**Q:** In wurtzite CdS every atom has four nearly equal bonds to atoms of the other kind. I expected one sort of bond to give something close to one vibration frequency. These PBE results for zero wave vector, where every unit cell moves alike, look quite different.

Phonon frequencies of wurtzite CdS at the relaxed cell, computed with VASP 6.6.1 using PBE, the recommended PAW potentials, a 600 eV plane-wave cutoff, a 5×5×3 k mesh and Fermi-Dirac smearing of 0.05 eV. Phonon q row 1 is the wave vector (0, 0, 0); negative values denote imaginary frequencies.

| row | phonon q row (row) | phonon frequency (cm⁻¹) |
| --- | --- | --- |
| 1 | 1 | -0.10 |
| 2 | 1 | -0.10 |
| 3 | 1 | -0.10 |
| 4 | 1 | 43.50 |
| 5 | 1 | 43.50 |
| 6 | 1 | 129.10 |
| 7 | 1 | 212.70 |
| 8 | 1 | 219.80 |
| 9 | 1 | 219.80 |
| 10 | 1 | 232.00 |
| 11 | 1 | 232.00 |
| 12 | 1 | 280.90 |

**Q:** The first three values are negative. Is the crystal unstable?

**A:** No. A negative entry stands for an imaginary frequency, which would mean that a distortion lowers the energy. But rows 1 to 3 are the three ways of sliding the whole crystal, which cost no energy, so their exact value is zero and a tenth of a wavenumber is numerical noise. The other nine modes are real, so with the cell held fixed no small shift of the atoms that repeats from cell to cell lowers the energy. Distortions with a longer repeat would have to be tested at other wave vectors.

**Q:** Then what separates the nine that remain? They run from 43.5 to 280.9 cm⁻¹.

**A:** Look at the crystal from the side, with the hexagonal axis $c$ pointing up. It is a stack of flat planes, Cd, S, Cd, S, and then the cell repeats. At zero wave vector each plane moves as a rigid sheet, so the crystal behaves like a chain of four beads. Motion along $c$ gives single modes, while sideways motion gives pairs, because two sideways directions are equivalent.

The second distinction is between neighbouring double layers, each made of one Cd plane and the S plane close to it. Either both double layers of the cell do the same thing, or they do the opposite. The in-step optical modes are called A1 (along $c$, row 7) and E1 (sideways, rows 8 and 9). The opposed ones are called B1 (along $c$, rows 6 and 12) and E2 (sideways, rows 4 and 5, and again 10 and 11). The pairing can be read from the table; which single mode or pair carries which name follows the established order for wurtzite crystals.

**Q:** But the bonds are all alike. Why should it matter whether neighbouring double layers move together or oppositely?

**A:** Because the bonds point in different directions. In the relaxed cell, to which these frequencies belong, each atom has one upright bond of 2.575 Å and three slanting ones of 2.570 Å; the cell from which the relaxation started had slightly shorter bonds. The slanting bonds hold a double layer together, and the upright bond joins it to the next. A bond resists being stretched far more than being tilted, so what counts is how much of a plane's motion runs along the bond.

Take the limit in which bonds resist stretching only. A bond at angle $\theta$ to the motion then acts as a spring of relative strength $\cos^2\theta$. For motion along $c$ the upright bond counts 1, and the three slanting bonds, each with $\cos\theta = 1/3$ in an ideal tetrahedron, count $3 \times 1/9 = 1/3$ together. For sideways motion the upright bond counts 0 and the slanting bonds count 4/3.

**Q:** So the total is 4/3 in both directions.

**A:** Yes, and that explains the first regularity. When both double layers move in step, Cd against S, every bond works against the same relative displacement and only the total matters. A1 and E1 should therefore coincide, although one runs along the axis and the other across it. In the calculation they differ by only 3%.

**Q:** And the very soft pair, rows 4 and 5?

**A:** There the zero in the list shows itself. In the lower E2 pair, neighbouring double layers slide sideways past each other, each nearly rigid. Only the upright bonds join them, and these are tilted, not stretched. In the stretching-only limit the slide would cost nothing and the frequency would be zero.

The real crystal does resist a little, since tilting a bond changes the tetrahedral angles and more distant atoms also take part. That resistance is weak: the square of the frequency, which measures stiffness per mass, is $(43.5/219.8)^2 \approx 0.04$ of the E1 value. So the softest mode does not reveal a weak bond. It reveals a motion that hardly stretches any bond.

**Q:** What happens to the upper E2 pair in that limit?

**A:** With the upright bond idle, each double layer vibrates by itself, Cd against S, and does not notice what its neighbour is doing. Upper E2 should then equal E1. It lies about 6% above it, so rows 7 to 11 form one cluster for a simple reason: in all of them Cd and S move against each other with the same total spring.

**Q:** That leaves the two B1 modes, rows 6 and 12. Can the same picture place them?

**A:** It can try, and the attempt is instructive. Let $k_u$ and $k_s$ be the strengths of the upright and slanting springs, $K$ their sum, and $M$ and $m$ the masses of Cd and S. If Cd moves by $u$ and S by $v$ in one double layer, and both reverse in the next, then

$$M\omega^2 u = K u - (k_s - k_u)\,v, \qquad m\omega^2 v = K v - (k_s - k_u)\,u .$$

The in-step mode has $\omega_0^2 = K(1/M + 1/m)$. Writing $x = \omega^2/\omega_0^2$ for the opposed modes, the two equations combine to

$$x^2 - x + p = 0, \qquad p = \frac{4k_u k_s}{K^2}\,\frac{Mm}{(M+m)^2}.$$

Along $c$ the first factor is $4 \times (1/3)/(4/3)^2 = 3/4$. With masses of 112.4 and 32.1 the second is about 0.17, so $p \approx 0.13$ and $x \approx 0.15$ or $0.85$. Taking row 7 as the ruler for $\omega_0$, the square roots of $x$ put the B1 modes at about 83 and 196 cm⁻¹. Row 7 therefore matches by construction, while the B1 rows are real tests.

**Q:** The table has 129.1 and 280.9. That is a poor result.

**A:** For the level, yes: the estimates are 36% and 30% too low. The ratio of the two modes fares better, 2.4 in the estimate against 2.2 in the calculation. Two other limits show where that ratio comes from. If the upright and slanting springs were equally strong, the term that couples Cd to S would vanish, and each kind of atom would vibrate by itself on the same total spring. The frequencies would then differ only through the masses, by a factor of $\sqrt{M/m} \approx 1.9$.

If instead the masses were equal and the springs stayed unequal, the same equation would give a factor of about 1.7. So in this chain the gap within the B1 pair comes from both, the unequal masses and the unequal springs. In the E2 pair the ratio is above 5, far more than the masses can give, and there the idle upright bond is responsible.

**Q:** Could stiffer bonds repair the level? You left out bending altogether.

**A:** Not as long as the springs join adjacent planes only. The quadratic equation says that the two values of $x$ add up to 1. In other words, the squares of the two opposed frequencies add up to the square of the in-step one, however strong the springs are. The upper B1 mode could then never exceed A1, yet row 12 lies 68 cm⁻¹ above row 7. Springs that resist a change of bond angle do not help here either. When the planes move along $c$, the upright bonds stay upright, so the angles change only through the slanting bonds, that is, through the distance between the two planes of one double layer. That is again a spring between adjacent planes.

The sideways modes obey this rule fairly well: the summed squares of the E2 modes exceed the square of E1 by 15%. Along the axis the excess is 111%, so the sum is more than twice what adjacent-plane springs allow. Something with a longer reach pushes the planes back when they move along $c$ in opposed fashion, and it acts much less when they move sideways.

**Q:** What has a longer reach than a bond and cares about direction?

**A:** The electric field of charged planes. Cd planes are positive and S planes negative. Shift such a plane along its normal and you create a sheet of dipoles, whose field, averaged over a double layer, opposes the shift and grows with it. Slide the plane sideways and its average charge distribution stays the same, so no such field arises.

**Q:** But in A1 the planes also move along $c$. Why is that mode not pushed up too?

**A:** In A1 all the dipoles point the same way. Their field would be uniform through the whole crystal, and a periodic calculation at exactly zero wave vector leaves a uniform field out, as if the two ends of the crystal were joined by a wire. In B1 the dipoles alternate from one double layer to the next. Their field averages to zero over the cell, so the calculation keeps it, and it can stiffen both B1 modes.

That is the standard electrostatic argument, and it has the right direction: it raises both B1 rows and spares E2. The frequencies alone do not fix its size, because other forces between planes of the same kind, Cd with Cd and S with S, can also stiffen the opposed modes. The modest excess for E2 suggests that such forces are the smaller part, but along $c$ they may be stronger than sideways.

**Q:** When I measure a CdS film by Raman scattering, I see a strong line near 300 cm⁻¹. Is that row 12?

**A:** No, although the two are related. Your line is the longitudinal optical (LO) mode: for a film with its $c$ axis upright, the A1 motion with its field switched back on, as happens when the vibration has a long but finite wavelength along its direction of motion. Row 7 is the same motion without the field, the transverse (TO) value. Row 12 probably owes much of its height to the same kind of field, but its dipoles cancel within the cell, and by symmetry it appears in neither first-order Raman nor infrared spectra.

For the bond-stretching lines that you can compare, rows 7 to 11, expect the calculated values to be roughly a tenth too low. PBE makes the CdS lattice somewhat too large, and longer bonds are softer. This shift matters when you assign a spectrum, but it is far too small to undo the contrast between B1 and E2.

**Q:** Suppose I am handed another wurtzite compound. What should I ask first?

**A:** Ask of each mode which bonds it stretches, then which atoms carry it, then whether it moves charged planes along their normal, with neighbouring double layers opposed. The first question finds the soft sliding pair and the cluster of Cd-against-S type modes. The second tells you how far unequal masses widen the gap within the B1 pair: with equal masses the same equation gives $p = 3/16$, hence $x = 1/4$ and $3/4$, and the ratio falls to $\sqrt{3}$. The third tells you where springs between neighbours will place a mode too low, and the more weakly charged the planes are, the less that correction should be.
